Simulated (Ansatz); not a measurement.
Bi2TeSe2 (Skippenite):

```
CELL_PARAMETERS angstrom
2.09150 1.20753 9.71233
-2.09150 1.20753 9.71233
0.00000 -2.41506 9.71233
ATOMIC_POSITIONS crystal
Bi 0.60194 0.60194 0.60194
Bi 0.39806 0.39806 0.39806
Te 0.00000 0.00000 0.00000
Se 0.78840 0.78840 0.78840
Se 0.21160 0.21160 0.21160
```

| Item | Value |
| --- | --- |
| Program | Ansatz 0.2.0 |
| Task | relaxation of cell and atoms |
| Functional | PBEsol |
| Dispersion | D3(BJ)-ATM |
| Potentials or basis | Ansatz PAW |
| Cutoff | 420 eV (not typed: the program's choice for these potentials) |
| k mesh | 7 × 7 × 7 |
| Occupations | fermi-dirac, width 0.05 eV |
| Spin | no spin polarisation |

At the start: volume 29.43 Å³/atom.

Task: Where does the relaxation end?

Result: It ends after 7 steps and the volume is 28.40 Å³/atom (-3.5 %); space group R-3m (No. 166, to 0.05 Å).

The path:
```
step  energy change (eV)  largest force (eV/Å)  volume (Å³)
   1              0.0000                1.7886       147.17
   2             -0.2883                0.4859       147.85
   3             -0.3630                0.0444       141.58
   4             -0.3679                0.0432       142.21
   5             -0.3684                0.0109       141.88
   6             -0.3684                0.0008       141.99
   7             -0.3676                0.0007       141.99
```

Final structure:
```yaml
crystal:
  lattice:
    - [2.08663, 1.20471, 9.41395]
    - [-2.08663, 1.20471, 9.41395]
    - [0.00000, -2.40943, 9.41395]
  atoms:
    - { symbol: Bi, position: [0.59292, 0.59292, 0.59292] }
    - { symbol: Bi, position: [0.40708, 0.40708, 0.40708] }
    - { symbol: Te, position: [0.00000, 0.00000, 0.00000] }
    - { symbol: Se, position: [0.79447, 0.79447, 0.79447] }
    - { symbol: Se, position: [0.20553, 0.20553, 0.20553] }
```

Caveat: the plane-wave basis is chosen anew once the cell has moved, so the energies of steps on either side of that aren't comparable; the PAW data sets come from PBE, with cores solved anew for the run's functional, which leaves a small shift of forces and pressure.
